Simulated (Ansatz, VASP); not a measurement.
## AlCo: VASP beside Ansatz

```
Al Co
1.0
     2.82344    0.00000    0.00000
     0.00000    2.82344    0.00000
     0.00000    0.00000    2.82344
Al Co
1 1
Direct
  0.00000 0.00000 0.00000
  0.50000 0.50000 0.50000
```

Alike in both runs: task single point; functional PBEsol; k mesh 12 × 12 × 12; occupations fermi-dirac, width 0.1 eV; no spin polarisation.

|  | VASP | Ansatz |
| --- | --- | --- |
| version | VASP 6.6.1 | Ansatz 0.2.0 |
| potentials or method | VASP PAW PBE potentials, release 64 (Al, Co) | PAW with Ansatz's default frozen-core files, scalar-relativistic |
| plane-wave cutoff (eV) | 520 | 420 |
| valence electrons in the cell | 12 | 20 |

Ansatz gave:

```
pressure (GPa) : 0.0
```

**Question.** What did VASP give for the same quantities?

**Answer.** Pressure (GPa): 0.1.

The two sets of potentials don't hold the same shells in valence. Ansatz warned: «optics_on_partly_filled_bands».

Caveats: the PAW data sets were made with another functional, which shifts forces and pressure a little (VASP). Spin polarisation is off, so any magnetic state and its effect on volume and gap are missing.
